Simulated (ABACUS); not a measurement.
# InAs (F-43m) in ABACUS: settings compared

Aim: see how the results for InAs move with the level of theory and the settings. Levels: SCAN, PBE, BP86. Tasks: single point.

All numbers are computed with ABACUS 3.10.1; they aren't measurements. Logs are shortened: lines on timing, memory, paths and dates and some standing lists are left out, and cuts for length are marked.

**The experiment to reproduce.**

A printed reference work, data compilation reports, for a bulk crystal of InAs at 4.2 K: band gap 0.418 eV (direct).

The runs below are set against these values where they give the same quantity.

### 1 The crystal as given

It takes space group F-43m (No. 216, cubic). The conventional cell has a = 6.036 Å, b = 6.036 Å, c = 6.036 Å, α = 90.00°, β = 90.00°, γ = 90.00°. Around In (site symmetry -43m) lie 4 As at 2.61 Å. As (site symmetry -43m) is surrounded by 4 In at 2.61 Å.

### 2 Single point, SCAN

The input, run_abacus.py:

```python
"""ABACUS run from a structure file: ASE reads it, the script writes STRU, KPT and INPUT."""
import re
import subprocess
from ase.io import read
from ase.units import Bohr

atoms = read("POSCAR")
atoms = atoms[(-atoms.numbers).argsort(kind="stable")]  # ABACUS lists atoms element by element
pseudo = {'In': 'In_ONCV_PBE-1.2.upf', 'As': 'As_ONCV_PBE-1.2.upf'}
orbital = {}
magmoms = None
kmesh = [5, 5, 5]
params = {
    'suffix': 'InAs',
    'calculation': 'scf',
    'basis_type': 'pw',
    'pseudo_dir': './',
    'symmetry': 1,
    'dft_functional': 'scan',
    'ecutwfc': 97,
    'pseudo_rcut': 10,
    'nspin': 1,
    'nbands': 19,
    'ks_solver': 'dav',
    'smearing_method': 'fd',
    'smearing_sigma': 0.00367493,
    'scf_thr': 1e-08,
    'scf_nmax': 100,
    'mixing_type': 'broyden',
    'mixing_beta': 0.7,
    'cal_force': 1,
    'cal_stress': 1,
    'mixing_tau': 1,
    'out_chg': 1,
    'kpar': 4,
}

symbols = atoms.get_chemical_symbols()
elements = list(dict.fromkeys(symbols))
lines = ["ATOMIC_SPECIES"] + [f"{e} {atoms.get_masses()[symbols.index(e)]:.4f} {pseudo[e]}" for e in elements]
if orbital:
    lines += ["", "NUMERICAL_ORBITAL"] + [orbital[e] for e in elements]
lines += ["", "LATTICE_CONSTANT", f"{1 / Bohr:.10f}", "", "LATTICE_VECTORS"]
lines += [" ".join(f"{x:.10f}" for x in v) for v in atoms.cell]
lines += ["", "ATOMIC_POSITIONS", "Direct"]
for e in elements:
    lines += ["", e, "0.0", str(symbols.count(e))]
    for i, p in enumerate(atoms.get_scaled_positions(wrap=False)):
        if symbols[i] == e:
            mag = "" if magmoms is None else " mag " + " ".join(str(x) for x in (magmoms[i] if isinstance(magmoms[i], list) else [magmoms[i]]))
            lines.append(" ".join(f"{x:.10f}" for x in p) + " 1 1 1" + mag)
open("STRU", "w").write("\n".join(lines) + "\n")
open("KPT", "w").write("K_POINTS\n0\nGamma\n%d %d %d 0 0 0\n" % tuple(kmesh))
open("INPUT", "w").write("INPUT_PARAMETERS\n" + "".join(f"{k:<20s}{v}\n" for k, v in params.items()))

done = subprocess.run(['mpirun', '-np', '4', 'abacus'])
if done.returncode:
    raise SystemExit(done.returncode)
log = open("OUT.InAs/running_scf.log").read()
print("final energy (eV):", re.findall(r"FINAL_ETOT_IS (\S+)", log))
```

The input, POSCAR:

```
InAs
1.0
    0.0000000000      3.0180000000      3.0180000000
    3.0180000000      0.0000000000      3.0180000000
    3.0180000000      3.0180000000      0.0000000000
In As
1 1
Direct
    0.0000000000      0.0000000000      0.0000000000
    0.7500000000      0.7500000000      0.7500000000
```

Potentials or basis: SG15 ONCV 1.2 PBE, plane waves.

Run with:

```bash
$ OMP_NUM_THREADS=1 python run_abacus.py > log
```

running log:

```text
ABACUS v3.10.1

               Atomic-orbital Based Ab-initio Computation at UStc

 ------------------------------------------------------------------------------------

 READING GENERAL INFORMATION
                           global_out_dir = OUT.InAs/
                           global_in_card = INPUT
                               pseudo_dir = ./
                              orbital_dir =
                                    DSIZE = 4
                                    GSIZE = 1

 READING UNITCELL INFORMATION
                                    ntype = 2
                  lattice constant (Bohr) = 1.88973
              lattice constant (Angstrom) = 1

 READING ATOM TYPE 1
                               atom label = In
                      L=0, number of zeta = 1
                      L=1, number of zeta = 1
                      L=2, number of zeta = 1
             number of atom for this type = 1

 READING ATOM TYPE 2
                               atom label = As
                      L=0, number of zeta = 1
                      L=1, number of zeta = 1
                      L=2, number of zeta = 1
             number of atom for this type = 1

                        TOTAL ATOM NUMBER = 2
DIRECT COORDINATES
    atom                   x                   y                   z     mag                  vx                  vy                  vz
taud_In1            0.0000000000        0.0000000000        0.0000000000  0.0000        0.0000000000        0.0000000000        0.0000000000
taud_As1            0.7500000000        0.7500000000        0.7500000000  0.0000        0.0000000000        0.0000000000        0.0000000000

                          Volume (Bohr^3) = 371.009
                             Volume (A^3) = 54.9778

 Lattice vectors: (Cartesian coordinate: in unit of a_0)
                   +0              +3.018              +3.018
               +3.018                  +0              +3.018
               +3.018              +3.018                  +0
 Reciprocal vectors: (Cartesian coordinate: in unit of 2 pi/a_0)
            -0.165673           +0.165673           +0.165673
            +0.165673           -0.165673           +0.165673
            +0.165673           +0.165673           -0.165673
 The esolver type has been set to : ksdft_pw

                PAO radial cut off (Bohr) = 10

 Read in pseudopotential file is In_ONCV_PBE-1.2.upf
                     pseudopotential type = NC
          exchange-correlation functional = PBE
                 nonlocal core correction = 0
                        valence electrons = 13
                                     lmax = 2
                           number of zeta = 0
                     number of projectors = 6
                           L of projector = 0
                           L of projector = 0
                           L of projector = 1
                           L of projector = 1
                           L of projector = 2
                           L of projector = 2
 XC functional updated to : scan
          exchange-correlation functional = SCAN
                PAO radial cut off (Bohr) = 10

 Read in pseudopotential file is As_ONCV_PBE-1.2.upf
                     pseudopotential type = NC
          exchange-correlation functional = PBE
                 nonlocal core correction = 0
                        valence electrons = 5
                                     lmax = 2
                           number of zeta = 0
                     number of projectors = 6
                           L of projector = 0
                           L of projector = 0
                           L of projector = 1
                           L of projector = 1
                           L of projector = 2
                           L of projector = 2
 XC functional updated to : scan
          exchange-correlation functional = SCAN
     initial pseudo atomic orbital number = 0

 SETUP THE ELECTRONS NUMBER
            electron number of element In = 13
      total electron number of element In = 13
            electron number of element As = 5
      total electron number of element As = 5
            AUTOSET number of electrons:  = 18
                           occupied bands = 9
                                   NBANDS = 19
                                   NLOCAL = 18

%%%%%%%%%%%%%%%%%%%%%%%%%%%%%%%%%%%%%%%%%%%%%%%%%%%%%%%%%%%%%%%%%%%%%%%%%%%%%%%%%%%%%%%%%%%%%%%%%%%%%%%%%%
 Warning: the number of valence electrons in pseudopotential > 3 for In: [Kr] 4d10 5s2 5p1
 Pseudopotentials with additional electrons can yield (more) accurate outcomes, but may be less efficient.
 If you're confident that your chosen pseudopotential is appropriate, you can safely ignore this warning.
%%%%%%%%%%%%%%%%%%%%%%%%%%%%%%%%%%%%%%%%%%%%%%%%%%%%%%%%%%%%%%%%%%%%%%%%%%%%%%%%%%%%%%%%%%%%%%%%%%%%%%%%%%

 SETUP THE PLANE WAVE BASIS
 energy cutoff for charge/potential (unit:Ry) = 388
            fft grid for charge/potential = [ 54, 54, 54 ]
                        fft grid division = [ 1, 1, 1 ]
        big fft grid for charge/potential = [ 54, 54, 54 ]
                                     nbxx = 157464
                                     nrxx = 157464

 SETUP PLANE WAVES FOR CHARGE/POTENTIAL
[... 57 lines left out ...]
                                       C6 = 0
                                       S1 = 6
                                       S3 = 0
                                       S4 = 6
                                       S6 = 0
               POINT GROUP IN SPACE GROUP = T_d

 SETUP K-POINTS
                                    nspin = 1
                   Input type of k points = Monkhorst-Pack(Gamma)
                                   nkstot = 125
                       right hand lattice = 1
(for reciprocal lattice: )
                             BRAVAIS TYPE = 2
                     BRAVAIS LATTICE NAME = 02. Cubic I (body-centered)
                                    ibrav = 2
                       right hand lattice = 1
(for k-lattice: )
                             BRAVAIS TYPE = 2
                     BRAVAIS LATTICE NAME = 02. Cubic I (body-centered)
                                    ibrav = 2
                       right hand lattice = 1
                        ROTATION MATRICES = 48
                               nkstot_ibz = 10
K-POINTS REDUCTION ACCORDING TO SYMMETRY
     IBZ    DIRECT_X    DIRECT_Y    DIRECT_Z  WEIGHT  ibz2bz
       1  0.00000000  0.00000000  0.00000000  0.0080       0
       2  0.20000000  0.20000000  0.20000000  0.0640       1
       3  0.40000000  0.40000000  0.40000000  0.0640       2
       4  0.20000000  0.20000000  0.00000000  0.0480       6
       5  0.40000000  0.40000000  0.20000000  0.1920       7
       6 -0.40000000  0.40000000  0.40000000  0.1920       8
       7  0.40000000  0.20000000  0.20000000  0.0960       9
       8  0.40000000  0.40000000  0.00000000  0.0480      12
       9 -0.20000000  0.40000000  0.40000000  0.0960      13
      10 -0.40000000  0.40000000  0.20000000  0.1920      38

                               nkstot now = 10
[... K-POINTS DIRECT COORDINATES: 10 rows ...]

           k-point number in this process = 3
       minimum distributed K point number = 2
[... stars of the k points ...]

[... K-POINTS CARTESIAN COORDINATES: 3 rows ...]

[... K-POINTS DIRECT COORDINATES: 3 rows ...]

 SETUP PLANE WAVES FOR WAVE FUNCTIONS
     energy cutoff for wavefunc (unit:Ry) = 97
              fft grid for wave functions = [ 54, 54, 54 ]
                    number of plane waves = 6735
                         number of sticks = 475

 PARALLEL PW FOR WAVE FUNCTIONS
     PROC   COLUMNS(POT)             PW
        1            475           6735
 --------------- sum -------------------
        1            475           6735

 SETUP NONLOCAL PSEUDOPOTENTIALS IN PLANE WAVE BASIS
 In non-local projectors:
 projector 1 L=0
 projector 2 L=0
 projector 3 L=1
 projector 4 L=1
 projector 5 L=2
 projector 6 L=2
 As non-local projectors:
 projector 1 L=0
 projector 2 L=0
 projector 3 L=1
 projector 4 L=1
 projector 5 L=2
 projector 6 L=2
      TOTAL NUMBER OF NONLOCAL PROJECTORS = 36

 Init Non-Local PseudoPotential table :
 Init Non-Local-Pseudopotential done.

                                     npwx = 6000

 -------------------------------------------
 SELF-CONSISTENT
 -------------------------------------------
                                 init_chg = atomic

 PW ALGORITHM --------------- ION=   1  ELEC=   1--------------------------------

 Notice: Threshold on eigenvalues was too large.
 hsover_error=0.18 > DRHO=0.0997357
 Origin diag ethr = 0.01
 New diag ethr = 0.000554087

 Density error is 0.0996625097339
                          Error Threshold = 0.000554087434634
----------------------------------------------------------
     Energy           Rydberg                 eV
----------------------------------------------------------
 E_KohnSham     -116.5185715068      -1585.3164953132
 E_Harris       -117.4888115816      -1598.5172887582
 E_Fermi        0.5021102052         6.8315598149
----------------------------------------------------------
[... 87 lines left out ...]
 Density error is 6.25833258124e-10
                          Error Threshold = 8.32467729724e-11
----------------------------------------------------------
     Energy           Rydberg                 eV
----------------------------------------------------------
 E_KohnSham     -116.6311722030      -1586.8485063802
 E_KS(sigma->0) -116.6311155063      -1586.8477349822
 E_Harris       -116.6313246675      -1586.8505807656
 E_band         -3.9661431699        -53.9621461944
 E_one_elec     -44.3577004153       -603.5174758257
 E_Hartree      31.3345728696        426.3287354222
 E_xc           -16.4887648178       -224.3411545042
 E_Ewald        -87.1191664460       -1185.3170686765
 E_entropy(-TS) -0.0001133934        -0.0015427961
 E_descf        0.0000000000         0.0000000000
 E_exx          0.0000000000         0.0000000000
 E_Fermi        0.5236846651         7.1250954003
----------------------------------------------------------

 charge density convergence is achieved
 final etot is -1586.8485064 eV
 EFERMI = 7.1250954003 eV

 STATE ENERGY(eV) AND OCCUPATIONS    NSPIN == 1
 1/3 kpoint (Cartesian) = 0.0000 0.0000 0.0000 (5961 pws)
       1       -7.03857      0.0160000
       2       -7.03857      0.0160000
       3       -7.03857      0.0160000
       4       -6.87393      0.0160000
       5       -6.87393      0.0160000
       6       -5.50618      0.0160000
[... 53 lines left out ...]
      18        21.5476        0.00000
      19        21.5476        0.00000

------------------------------------------------------------------------------------------
 TOTAL-FORCE (eV/Angstrom)
------------------------------------------------------------------------------------------
                       In1         0.0000000000         0.0000000000         0.0000000000
                       As1         0.0000000000         0.0000000000         0.0000000000
------------------------------------------------------------------------------------------

----------------------------------------------------------------
 TOTAL-STRESS (KBAR)
----------------------------------------------------------------
        16.8265725720        -0.0000000000        -0.0000000000
        -0.0000000000        16.8265725720         0.0000000000
        -0.0000000000         0.0000000000        16.8265725720
----------------------------------------------------------------
 TOTAL-PRESSURE: 16.826573 KBAR

 --------------------------------------------
 !FINAL_ETOT_IS -1586.8485063802297645 eV
 --------------------------------------------
```

Wall time 16 s (4 MPI ranks of AMD EPYC 9R45 (Zen 5), shared host); peak memory 0.56 GiB.

Results:

```
Free energy            : -1586.8485 eV
Pressure               : 1.7 GPa
Band gap on the k mesh : none (metal or under the smearing width)
```

Caveat: the k mesh is coarse (spacing up to 0.36 Å⁻¹), so the values aren't converged; the potentials were made for another functional, which shifts forces and pressure; this crystal is a semiconductor, whose small gap the functional closes, so the metal is an error of the method.

(Part 1 of 2 ends here.)
